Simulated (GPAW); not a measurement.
The system is Si2Ni.

```xyz
3
Lattice="0.0000 2.7030 2.7030 2.7030 0.0000 2.7030 2.7030 2.7030 0.0000" Properties=species:S:1:pos:R:3 pbc="T T T"
Ni    0.0000    0.0000    0.0000
Si    4.0545    4.0545    4.0545
Si    1.3515    1.3515    1.3515
```

| Item | Value |
| --- | --- |
| Program | GPAW 26.7.0 |
| Task | relaxation of cell and atoms |
| Functional | RPBE |
| Dispersion | D3(BJ) |
| Potentials or basis | the program's PAW data sets (release 1.2.1) made for this functional |
| Cutoff | 600 eV |
| Basis | pw |
| k mesh | 9 × 9 × 9 |
| Occupations | fermi-dirac, width 0.05 eV |
| Spin | collinear spin, ferromagnetic start |
| Starting moments | [1.0, 0.0, 0.0] μB |

At the start: pressure -16.8 GPa; volume 13.17 Å³/atom.

Q: Where does the relaxation end?

A: Over 5 steps the energy falls by 78.7 meV/atom and the volume is 11.81 Å³/atom (-10.3 %); space group Fm-3m (No. 225, to 0.05 Å); moment 0.00 μB per cell.

The path:
| step | energy change (eV) | largest force (eV/Å) | pressure (GPa) | volume (Å³) |
| --- | --- | --- | --- | --- |
| 1 | 0.0000 | 0.0000 | -16.76 | 39.50 |
| 2 | -0.0743 | 0.0000 | -14.33 | 38.73 |
| 3 | -0.2321 | 0.0000 | 2.87 | 34.96 |
| 4 | -0.2359 | 0.0000 | -0.46 | 35.51 |
| 5 | -0.2360 | 0.0000 | -0.01 | 35.44 |

Final structure:
```yaml
crystal:
  lattice:
    - [0.00000, 2.60697, 2.60697]
    - [2.60697, 0.00000, 2.60697]
    - [2.60697, 2.60697, 0.00000]
  atoms:
    - { symbol: Ni, position: [0.00000, 0.00000, 0.00000] }
    - { symbol: Si, position: [0.75000, 0.75000, 0.75000] }
    - { symbol: Si, position: [0.25000, 0.25000, 0.25000] }
```

Caveat: each step starts from the last one's moments, so a moment once lost doesn't come back; the stock nickel data set gives pressures a few GPa off other programs; later steps reuse the first step's grids; the volume moved by -10 % from the deposited cell, more than functionals usually miss; pairwise dispersion overbinds metals, which lowers pressure and volume.
